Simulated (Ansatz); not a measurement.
HfN in Ansatz: the effect of functional

Crystal: HfN.

```
Hf N
1.0
     0.00000    2.25600    2.25600
     2.25600    0.00000    2.25600
     2.25600    2.25600    0.00000
Hf N
1 1
Cartesian
  0.0000 0.0000 0.0000
  2.2560 2.2560 2.2560
```

Alike in all runs:

* Program: Ansatz 0.2.0
* Task: band structure
* Potentials or basis: all-electron LAPW, scalar-relativistic
* Basis error allowed: 0.001 eV/atom
* k mesh: 10 × 10 × 10
* Occupations: fermi-dirac, width 0.05 eV
* Spin: no spin polarisation

```csv
functional,cutoff,pressure (GPa)
LDA,343 eV (chosen from the basis error),-8.2
PBEsol,343 eV (chosen from the basis error),-1.9
RPBE,343 eV (chosen from the basis error),?
revPBE,344 eV (chosen from the basis error),10.0
BLYP,344 eV (chosen from the basis error),15.5
```

Q: What does the run with functional RPBE give?

A: Pressure 11.3 GPa.

Runs at the PBE level aren't shown here.
